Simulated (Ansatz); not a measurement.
## Sb2Te3, response to strain

Take Sb2Te3 in the Bi2Te3 type structure (space group R-3m, No. 166; a = 4.2108 Å, c = 29.1909 Å (hexagonal axes)) as the base. Axes: x lies along a and z along c of the hexagonal cell.

Strains are applied to the cell and any free atomic positions relax; under biaxial strain the out-of-plane vector relaxes too.

Levels (all Ansatz, an electronic-structure program, PAW, earlier PAW set): PBEsol-D3(BJ) (420 eV, no SOC); r2SCAN (500 eV, no spin-orbit coupling); HSE06 (420 eV, spin-orbit coupling left out); PBEsol+SOC (420 eV, with spin-orbit coupling).

Band gaps by level, all at the geometries relaxed with PBEsol-D3(BJ):

```json
[
 {"case": "base", "PBEsol-D3(BJ)": "zero", "r2SCAN": "zero", "HSE06": "zero", "PBEsol+SOC": "zero"},
 {"case": "biaxial strain +2.28 %, plane normal [001], relaxed out of plane", "PBEsol-D3(BJ)": "zero", "r2SCAN": "zero", "HSE06": "zero", "PBEsol+SOC": "zero"},
 {"case": "isotropic strain −2.45 %", "PBEsol-D3(BJ)": "zero", "r2SCAN": "zero", "HSE06": "–", "PBEsol+SOC": "zero"},
 {"case": "isotropic strain +3.67 %", "PBEsol-D3(BJ)": "zero", "r2SCAN": "___", "HSE06": "___", "PBEsol+SOC": "–"}
]
```

Problem. Complete the table.

Solution. 
- isotropic strain +3.67 %, r2SCAN: 0.16 eV
- isotropic strain +3.67 %, HSE06: 0.29 eV

Single points use the geometry relaxed with PBEsol-D3(BJ). HSE06 gaps are upper bounds (no full band path). A case with no gap was solved on a k-mesh chosen for an insulator, which is coarse for it. The spin-orbit shifts are approximate. Spin-orbit coupling, missing from the scalar runs, can matter with Sb and Te. Whether these cells are dynamically stable was not tested. The runs without spin-orbit coupling are not spin-polarised. Gaps under 0.05 eV, about the width of the smearing, are given as zero. The zero or small gap of Sb2Te3 can change with the level of theory.
